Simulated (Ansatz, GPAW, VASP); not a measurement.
# Si: programs and potentials compared

```
Si
1.0
     0.00000    2.72185    2.72185
     2.72185    0.00000    2.72185
     2.72185    2.72185    0.00000
Si
2
Cartesian
  2.7219 2.7219 2.7219
  4.0828 4.0828 4.0828
```

Alike in all runs: task single point; functional PBE; k mesh 8 × 8 × 8; occupations gaussian, width 0.021 eV; no spin polarisation; no spin-orbit coupling. Pressure is positive in compression and, in plane waves, holds the error of the finite cutoff.

```tsv
program and potentials	plane-wave cutoff (eV)	notes	band gap (eV)	pressure (GPa)
GPAW, GPAW PAW data sets (gpaw-data 1.2.1)	600	-	0.62	1.61
Ansatz, all-electron LAPW, scalar-relativistic	-	-	0.63	1.31
VASP, PBE PAW files Si, 520 eV	520	-	0.63	1.27
```

The band gap spans 0.62 (GPAW, GPAW PAW data sets (gpaw-data 1.2.1)) to 0.63 eV (VASP, PBE PAW files Si, 520 eV), with all-electron results at 0.63. The pressure spans 1.27 (VASP, PBE PAW files Si, 520 eV) to 1.61 GPa (GPAW, GPAW PAW data sets (gpaw-data 1.2.1)), with all-electron results at 1.31. The gap is indirect and read on the mesh alone.

Differences between rows come from potentials, basis sets and numerical settings, since the functional is the same but for its coding. Runs on potential files found faulty are left out.

The three codes agree almost exactly on the gap of silicon, while the pressure separates them more clearly: VASP lies close to the all-electron value of 1.31 GPa, and GPAW is higher at 1.61 GPa. The band edges are bonding and antibonding combinations of valence s and p states, which any sound potential reproduces well. Pressure follows the volume derivative of the total energy and so responds more to small differences in data sets or basis convergence, either of which could explain the GPAW offset. The higher cutoff in that run does not by itself imply a better-converged stress.

The positive sign in every row fits the known tendency of PBE to underbind silicon slightly, so that a cell near the experimental size is compressed. The gap of about 0.63 eV is far below the measured one, mainly because the Kohn-Sham gap of a semilocal functional lacks the derivative discontinuity. Agreement between codes therefore supports their numerical consistency, not the accuracy of PBE for excitation energies. Equilibrium volume and stiffness remain untested at a single geometry.
